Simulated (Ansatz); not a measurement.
## How far is PAW off for V?

```
V
1.0
     0.00000    2.73348    2.73348
     2.73348    0.00000    2.73348
     2.73348    2.73348    0.00000
V
2
Direct
  0.00000 0.00000 0.00000
  0.25000 0.25000 0.25000
```

Atoms are numbered in the order listed.

The structure comes from a relaxation in the same program, started in the diamond type, and has space group Fd-3m. Whether it is a known phase or the ground state wasn't checked.

Other magnetic orders may lie lower; this is the state that the run reached.

Levels of theory: DFT, PBE, PAW with Ansatz's default frozen-core files, scalar-relativistic (Ansatz 0.2.0); DFT, PBE, all-electron PAW with datasets made for the crystal, scalar-relativistic (Ansatz 0.2.0); DFT, PBE, all-electron LAPW, scalar-relativistic (Ansatz 0.2.0).

For PAW: a Γ-centred 10×10×10 k mesh, Fermi–Dirac smearing of 0.08 eV, cutoff 420 eV, spin-polarised from start moments V1 1.5, V2 1.5 μB. The crystal-made all-electron datasets (AE datasets) take a cutoff of 340 eV at this cell. LAPW targets a basis error of 1 meV/atom. The Ansatz runs share mesh, smearing and spin set-up. Plane-wave (PAW) pressures include the program's estimate of the Pulay term.

Stress and pressure are positive in compression.

Levels count from the Fermi level.

```csv
quantity,PAW,AE datasets,LAPW
pressure (GPa),0.01,-0.01,-0.01
moment of the cell (μB),3.742,3.738,3.738
highest filled spin-up level at K (eV),-0.003,-0.293,-0.293
highest filled spin-up level at U (eV),-0.003,-0.293,-0.293
highest filled spin-up level at Γ (eV),-1.522,-1.525,-1.525
lowest empty spin-up level at Γ (eV),0.534,0.532,0.532
```
